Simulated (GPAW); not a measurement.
A calculation with GPAW 26.7.0 of FeO (Wuestite) (ASE script, structure typed inline):

Contents of run.py:

```python
from ase import Atoms
from ase.filters import FrechetCellFilter
from ase.io import write
from ase.optimize import BFGS
from gpaw import GPAW, PW

atoms = Atoms(['Fe', 'O'],
              cell=[[0.0, 2.1554, 2.1554],
                    [2.1554, 0.0, 2.1554],
                    [2.1554, 2.1554, 0.0]],
              scaled_positions=[[0.0, 0.0, 0.0],
                                [0.5, 0.5, 0.5]],
              pbc=True)
atoms.set_initial_magnetic_moments([3.0, 0.0])

calc = GPAW(mode=PW(800),
            xc='PBE',
            kpts={'size': (8, 8, 8), 'gamma': True},
            occupations={'name': 'fermi-dirac', 'width': 0.05},
            nbands=17,
            convergence={'density': 1e-05, 'forces': 0.0001},
            maxiter=150,
            txt='gpaw.txt')
atoms.calc = calc
opt = BFGS(FrechetCellFilter(atoms), trajectory='relax.traj', logfile='-')
done = opt.run(fmax=0.02, steps=60)
calc.write('gs.gpw')
write('result.traj', atoms)
print('Converged:', done)
print('Cell:', atoms.cell.cellpar().round(4))
print('Volume:', round(atoms.get_volume(), 4))
print(atoms.get_scaled_positions().round(5))
```

Potentials or basis: GPAW PAW data sets (gpaw-data 1.2.1), pw.

The run is started by

```bash
$ OMP_NUM_THREADS=1 python run.py
```

Question: Write the same calculation in another form: ASE script, structure from a POSCAR.

Answer: As run:

The input run.py:

```python
from ase.filters import FrechetCellFilter
from ase.io import read, write
from ase.optimize import BFGS
from gpaw import GPAW, PW

atoms = read('POSCAR')
atoms.set_initial_magnetic_moments([3.0, 0.0])

calc = GPAW(mode=PW(800),
            xc='PBE',
            kpts={'size': (8, 8, 8), 'gamma': True},
            occupations={'name': 'fermi-dirac', 'width': 0.05},
            nbands=17,
            convergence={'density': 1e-05, 'forces': 0.0001},
            maxiter=150,
            txt='gpaw.txt')
atoms.calc = calc
opt = BFGS(FrechetCellFilter(atoms), trajectory='relax.traj', logfile='-')
done = opt.run(fmax=0.02, steps=60)
calc.write('gs.gpw')
write('result.traj', atoms)
print('Converged:', done)
print('Cell:', atoms.cell.cellpar().round(4))
print('Volume:', round(atoms.get_volume(), 4))
print(atoms.get_scaled_positions().round(5))
```

The input POSCAR:

```
FeO
1.0
    0.0000000000      2.1554000000      2.1554000000
    2.1554000000      0.0000000000      2.1554000000
    2.1554000000      2.1554000000      0.0000000000
Fe O
1 1
Direct
    0.0000000000      0.0000000000      0.0000000000
    0.5000000000      0.5000000000      0.5000000000
```

Potentials or basis: GPAW PAW data sets (gpaw-data 1.2.1), pw.

Run with:

```sh
$ OMP_NUM_THREADS=1 python run.py
```

Both were run:

|  | ASE script, structure typed inline | ASE script, structure from a POSCAR |
| --- | --- | --- |
| Relaxed volume | 10.06 Å³/atom | 10.06 Å³/atom |
| Relaxed cell | a = 3.053 Å, b = 3.053 Å, c = 3.053 Å, α = 60.00°, β = 60.00°, γ = 60.00° | a = 3.053 Å, b = 3.053 Å, c = 3.053 Å, α = 60.00°, β = 60.00°, γ = 60.00° |
| Space group after relaxing (to 0.05 Å) | Fm-3m (No. 225) | Fm-3m (No. 225) |
| Energy gained by relaxing | 0.3 meV/atom | 0.3 meV/atom |
| Ionic steps | 3 | 3 |
| Pressure after relaxing | 0.0 GPa | 0.0 GPa |
| Band gap on the k mesh | none (metal or under the smearing width) | none (metal or under the smearing width) |
| Net moment | 4.00 μB per cell | 4.00 μB per cell |

Keys that steer only the numerical path or the files written may differ.

Caveat: each step starts from the last one's moments, so a moment once lost doesn't come back; later steps reuse the first step's grids; a cell with one magnetic atom can't hold antiferromagnetic order, which such compounds often take; semilocal functionals often make such compounds metallic where correlation or magnetic order opens a gap, which also shifts bond lengths.
